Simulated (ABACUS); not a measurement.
**BN: single point with TPSS**

The system is BN.

```
CELL_PARAMETERS angstrom
1.25112 0.72234 3.37293
-1.25112 0.72234 3.37293
0.00000 -1.44467 3.37293
ATOMIC_POSITIONS crystal
N 0.66724 0.66724 0.66724
B 0.00033 0.00033 0.00033
```

The cell is a database's computed one.

```json
{"Program": "ABACUS 3.10.1", "Task": "single point", "Functional": "TPSS", "Potentials or basis": "SG15 ONCV 1.2 PBE", "Cutoff": "1320 eV", "Density cutoff": "5279 eV", "Basis": "plane waves", "k mesh": "8 × 8 × 8", "Occupations": "fermi-dirac, width 0.05 eV", "Spin": "no spin polarisation"}
```

```json
{"Pressure": "2.4 GPa", "Largest force": "0.014 eV/Å", "Band gap on the k mesh": "4.46 eV, indirect (least direct gap 5.13 eV)"}
```

Forces in eV/Å, atoms in the order of the input:
```
N    0.000  0.000 -0.014
B    0.000  0.000  0.014
```

Stress tensor (GPa, compression positive):
```
2.63 0.00 0.00
0.00 2.63 0.00
0.00 0.00 2.03
```

Levels at points of the mesh, in eV from the valence-band top:
| k point | band 1 | band 2 | band 3 | band 4 | band 5 | band 6 | band 7 | band 8 | band 9 |
| --- | --- | --- | --- | --- | --- | --- | --- | --- | --- |
| (0.00, 0.00, 0.00) | -18.16 | -4.25 | -1.38 | -1.38 | 5.37 | 12.26 | 12.26 | 13.52 | 15.27 |
| (0.50, 0.00, 0.00) | -14.95 | -9.06 | -4.18 | -0.60 | 5.50 | 10.34 | 13.36 | 15.36 | 20.38 |
| (0.50, 0.50, 0.00) | -14.88 | -8.94 | -4.24 | -1.17 | 4.46 | 10.35 | 14.57 | 17.90 | 20.79 |
| (0.50, 0.50, 0.50) | -17.90 | -6.21 | -1.40 | -1.40 | 10.38 | 12.19 | 12.19 | 12.67 | 16.69 |

Run time: 52 s on 4 MPI ranks on Intel(R) Xeon(R) Platinum 8488C (Sapphire Rapids), on a shared host, peak memory 0.36 GiB a rank.

Caveat: the potentials were made for another functional, which shifts forces and pressure. A k mesh can miss the band edges.
